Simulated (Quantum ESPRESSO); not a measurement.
The system is SiC (Moissanite 6H).

```
CELL_PARAMETERS angstrom
3.09500 0.00000 0.00000
-1.54750 2.68035 0.00000
0.00000 0.00000 15.17000
ATOMIC_POSITIONS crystal
Si 0.66667 0.33333 0.45830
Si 0.33333 0.66667 0.95830
Si 0.66667 0.33333 0.79170
Si 0.33333 0.66667 0.29170
Si 0.00000 0.00000 0.62500
Si 0.00000 0.00000 0.12500
C 0.66667 0.33333 0.33330
C 0.33333 0.66667 0.83330
C 0.66667 0.33333 0.66670
C 0.33333 0.66667 0.16670
C 0.00000 0.00000 0.50000
C 0.00000 0.00000 0.00000
```

Base run:

| Item | Value |
| --- | --- |
| Program | Quantum ESPRESSO 7.5 |
| Functional | PBEsol |
| Potentials or basis | PseudoDojo 0.4.1 SR PBEsol standard |
| Cutoff | 1116 eV |
| Density cutoff | 4463 eV |
| k mesh | 10 × 10 × 2 |
| Occupations | fermi-dirac, width 0.05 eV |
| Spin | no spin polarisation |

Its results: band gap on the k mesh 1.92 eV, indirect (least direct gap 3.02 eV); pressure -3.1 GPa; largest force 0.142 eV/Å.

Task: After a change of settings the same cell gave: band gap on the k mesh 1.99 eV, indirect (least direct gap 3.09 eV); pressure -7.8 GPa; largest force 0.143 eV/Å. Which change was it?
A. functional from PBEsol to LDA; potentials or basis from PseudoDojo 0.4.1 SR PBEsol standard to PseudoDojo 0.4.1 SR LDA standard
B. functional from PBEsol to PBE; potentials or basis from PseudoDojo 0.4.1 SR PBEsol standard to PseudoDojo 0.4.1 SR PBE standard
C. functional from PBEsol to RPBE; potentials or basis from PseudoDojo 0.4.1 SR PBEsol standard to PseudoDojo 0.4.1 SR PBE standard

Result: A.

Caveats: some levels on the path didn't converge.
